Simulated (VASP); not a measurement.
## MgO: relaxation of cell and atoms with PBE+D3(BJ)

Crystal: MgO.

```
CELL_PARAMETERS angstrom
0.00000 2.12450 2.12450
2.12450 0.00000 2.12450
2.12450 2.12450 0.00000
ATOMIC_POSITIONS crystal
Mg 0.00000 0.00000 0.00000
O 0.50000 0.50000 0.50000
```

| Property | Result |
| --- | --- |
| Program | VASP 6.6.1 |
| Task | relaxation of cell and atoms |
| Functional | PBE |
| Dispersion | D3(BJ) |
| Potentials or basis | VASP PAW PBE potentials, release 64 (Mg, O) |
| Cutoff | 600 eV |
| k mesh | 10 × 10 × 10 |
| Occupations | gaussian, width 0.02 eV |
| Spin | no spin polarisation |
| Further INCAR settings | ALGO = Normal; EDIFF = 1e-07; IBRION = 2; EDIFFG = -0.005; NSW = 90; ISIF = 3 |

The relaxed volume is 9.25 Å³/atom, the relaxed cell is a = 2.969 Å, b = 2.969 Å, c = 2.969 Å, α = 60.00°, β = 60.00°, γ = 60.00° and the space group after relaxing (to 0.05 Å) is Fm-3m (No. 225). The energy gained by relaxing is 5.8 meV/atom and the ionic steps are 3. The pressure after relaxing is 0.0 GPa and the band gap on the k mesh is 4.82 eV, direct. The dispersion energy per atom is -0.296 eV.

The path:
| step | energy change (eV) | largest force (eV/Å) | pressure (GPa) | volume (Å³) |
| --- | --- | --- | --- | --- |
| 1 | 0.0000 | 0.0000 | -5.40 | 19.18 |
| 2 | -0.0103 | 0.0000 | 1.92 | 18.30 |
| 3 | -0.0116 | 0.0000 | 0.00 | 18.51 |

Final structure:
```
Mg O
1.0
     0.00000    2.09946    2.09946
     2.09946    0.00000    2.09946
     2.09946    2.09946    0.00000
Mg O
1 1
Direct
  0.00000 0.00000 0.00000
  0.50000 0.50000 0.50000
```

Levels at points of the mesh, in eV from the valence-band top:
```
           k point  band 1  band 2  band 3  band 4  band 5  band 6  band 7  band 8
(0.00, 0.00, 0.00)  -17.31    0.00    0.00    0.00    4.82   15.86   15.86   15.86
(0.50, 0.00, 0.00)  -16.00   -4.66   -0.66   -0.66    7.96   12.71   16.41   16.41
(0.50, 0.50, 0.00)  -15.74   -4.12   -1.36   -1.36    9.13   10.08   13.20   19.12
```

Wall time 16 s on 1 thread of AMD EPYC 7R43 64-Core Processor (Zen 3) (shared host), peak memory 0.12 GiB.

As with any semilocal functional, this PBE gap is likely too small.
